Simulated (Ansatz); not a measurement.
Runs of Ansatz 0.2.0 on BAs. It takes space group F-43m (No. 216, cubic). The conventional cell has a = 4.777 Å, b = 4.777 Å, c = 4.777 Å, α = 90.00°, β = 90.00°, γ = 90.00°. As (site symmetry -43m) is surrounded by 4 B at 2.07 Å. Around B (site symmetry -43m) lie 4 As at 2.07 Å. 

```csv
task,level,cell,k mesh,cutoff (eV),smearing,gap on the mesh (eV),pressure (GPa),relaxed volume (Å³/atom)
phonons,LDA,as given,7 × 7 × 7,341,fermi-dirac 0.05 eV,(b),-,-
relaxation of cell and atoms,RPBE+D4,relaxed,10 × 10 × 10,-,fermi-dirac 0.05 eV,1.18,0.0,13.15
single point,LDA,as given,10 × 10 × 10,316,gaussian 0.1 eV,1.13,-3.9,-
band structure,LDA,as given,10 × 10 × 10,316,fermi-dirac 0.05 eV,1.13,-3.9,-
relaxation of cell and atoms,BLYP,relaxed,10 × 10 × 10,-,fermi-dirac 0.05 eV,(a),0.0,14.46
```

Alike in all rows: potentials or basis all-electron LAPW, scalar-relativistic; no spin polarisation; basis error allowed 0.001 eV/atom.

Fill in the values left out.

(a) 1.46; (b) 1.15.

Caveats: an odd mesh through Γ misses points on the zone boundary, where band edges often lie (some runs).

A k mesh can miss the band edges, and the runs leave out spin-orbit coupling on As.

Runs at the PBE level aren't shown here.
